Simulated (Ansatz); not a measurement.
Fluorite SrF2 was calculated with PBE0-D3(BJ) (plane waves, PAW; Ansatz, a program for electronic structure).

Settings: plane-wave cutoff 460 eV, 8×8×8 k mesh, Fermi–Dirac smearing 0.01 eV, scalar-relativistic PAW data made under PBE.

A third-order Birch–Murnaghan fit to the energies gives V0 = 15.951 Å³/atom, B0 = 74.0 GPa, B′ = 4.7.

| V (Å³/atom) | P (GPa) |
|---|---|
| 15.153 | … |
| 15.552 | 1.99 |
| 15.989 | -0.17 |
| 16.349 | -1.72 |
| 16.748 | … |

**Question.** Estimate the withheld pressures from this fit; the answers are the runs' own values.

**Answer.** 
- 15.153, P (GPa): 4.28
- 16.748, P (GPa): -3.22

The formula P = (3/2) B0 (x^(7/3) − x^(5/3)) [1 + (3/4)(B′ − 4)(x^(2/3) − 1)] with x = V0/V meets the computed pressures within 0.01 GPa when these rounded values are put in.

Measured, for comparison: bulk modulus 69 GPa (temperature not stated, not corrected to a static lattice; as tabulated in On the Morphology of Group II Metal Fluoride Nanocrystals at Finite Temperature …). Computed (rounded) less measured: bulk modulus +7 %. A static lattice is as a rule a little smaller and stiffer than an uncorrected measurement, which narrows the difference in the bulk modulus and would widen misses of the other sign.

Computed values are for the static lattice.

Computing time: roughly 7 core-minutes.
